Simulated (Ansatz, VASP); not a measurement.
# Two plane-wave programs on Ga

Contents of INCAR:

```
SYSTEM = Ga
PREC = Accurate ; ENCUT = 520
EDIFF = 1E-7 ; ISMEAR = 0
SIGMA = 0.1 ; LREAL = .False.
LASPH = .True. ; NELM = 100
ALGO = Normal ; ISIF = 2
LWAVE = .False. ; LCHARG = .False.
NBANDS = 12
```

Contents of KPOINTS:

```
regular mesh
0
Gamma
  8 8 8
  0 0 0
```

POSCAR

```
Ga
1.0
   -1.4040000000      1.4040000000      2.2290000000
    1.4040000000     -1.4040000000      2.2290000000
    1.4040000000      1.4040000000     -2.2290000000
Ga
1
Direct
    0.0000000000      0.0000000000      0.0000000000
```

Input for Ansatz:

```yaml
crystal:
  lattice:
    - [-1.404, 1.404, 2.229]
    - [1.404, -1.404, 2.229]
    - [1.404, 1.404, -2.229]
  atoms:
    - { symbol: Ga, position: [0.0, 0.0, 0.0] }
basis:
  ecutwfc: 420
kpoints:
  mp_grid: { grid: [8, 8, 8] }
hamiltonian:
  xc: lda
scf:
  occupations: { method: gaussian, width: 0.1 }
output:
  forces: true
  stress: true
  eigenvalues: true
```

This isn't the form of Ga at room conditions, which is orthorhombic.

Alike in both runs: task single point; functional LDA; k mesh 8 × 8 × 8; occupations gaussian, width 0.1 eV; no spin polarisation.

```csv
,VASP,Ansatz
version,VASP 6.6.1,Ansatz 0.2.0
potentials or method,"VASP PAW LDA potentials, release 64 (Ga_d)","scalar-relativistic, plane waves, PAW"
plane-wave cutoff (eV),520,420
valence electrons in the cell,13,13
```

VASP gave:

```
gap on the k mesh at the Fermi level (eV)       : none
pressure (GPa)                                  : -1.7
largest component of the traceless stress (GPa) : 3.70
```

**Question.** Which values does Ansatz return?

**Answer.** gap on the k mesh at the Fermi level (eV): none; pressure (GPa): -1.8; largest component of the traceless stress (GPa): 3.71.

A gap of «none» marks a metal or a gap that the smearing closes.

Caveats: the k mesh is coarse (spacing up to 0.40 Å⁻¹), so the values aren't converged.
